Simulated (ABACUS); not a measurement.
Runs of ABACUS 3.10.1 on GaSb. Symmetry: I-4m2, No. 119, tetragonal system. Conventional cell: a = 5.507 Å, b = 5.507 Å, c = 3.181 Å, α = 90.00°, β = 90.00°, γ = 90.00°. Sb (site symmetry -4m2) is surrounded by 4 Ga at 2.87 Å and 2 Sb at 3.18 Å. Ga (site symmetry -4m2) has 4 Sb at 2.87 Å and 2 Ga at 3.18 Å as nearest neighbours. Measurements of this composition are mostly on another form, of space group No. 216.

| level | gap on the mesh (eV) | pressure (GPa) |
| --- | --- | --- |
| PBE | none | 1.5 |
| RPBE | none | 3.4 |
| PBEsol | none | -1.8 |
| TPSS | none | -0.5 |
| PW91 | none | (b) |
| LDA | none | (a) |
| r2SCAN | none | -1.7 |

Alike in all rows: task single point; potentials or basis SG15 ONCV 1.2 PBE, DZP LCAO (the cutoffs set its grid); no spin polarisation; cell as given; k mesh 10 × 10 × 10; cutoff (eV) 1361; smearing fermi-dirac 0.05 eV.

Question: Estimate the missing entries.

Answer: (a) -3.8; (b) 1.4.

Caveats: the atomic orbitals were generated for these runs and aren't a published set; the basis of atomic orbitals isn't converged, which shifts pressures, moduli and gaps; the potentials were made for another functional, which shifts forces and pressure (some runs).

A k mesh can miss the band edges, and the runs leave out spin-orbit coupling on Ga, Sb.

A gap of «none» marks a metal or a gap under the smearing width.
